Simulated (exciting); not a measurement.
The system is Au.

```
CELL_PARAMETERS angstrom
0.00000 2.03500 2.03500
2.03500 0.00000 2.03500
2.03500 2.03500 0.00000
ATOMIC_POSITIONS crystal
Au 0.00000 0.00000 0.00000
```

```yaml
Program: exciting (release sodium)
Task: single point
Functional: PBEsol
Potentials_or_basis: all-electron LAPW+lo, shipped species files, valence relativity iora*
rgkmax: 9
k_mesh: 11 × 11 × 11
Occupations: fermi-dirac, width 0.05 eV
Spin: no spin polarisation
gmaxvr_cutoff_of_density_and_potential: 14 1/bohr
lmaxapw_and_lmaxmat: 10
lmaxvr: 8
nempty: 12
Valence_relativity: iora*
epsengy: 1e-05 Ha
epspot: 1e-05 Ha
maxscl: 60
Muffin-tin_radii: Au 2.3 bohr
```

On this cell: band gap on the k mesh none (metal or under the smearing width).

The same run follows on a disturbed copy (cell strained at random at fixed volume):

```
Au
1.0
     0.05952    2.03278    2.02390
     2.06284    0.03015    2.05328
     2.07413    2.07344    0.01886
Au
1
Direct
  0.99810 0.99583 0.01853
```

Task: What does the disturbed cell give?

Result: The energy (extrapolated to zero smearing) moves by +1.2 meV/atom; band gap on the k mesh none (metal or under the smearing width).

Caveats: the free energy is that total less TS from the occupations; the basis of Au and Ba changes in steps between geometries, so energy differences can be off by several meV.
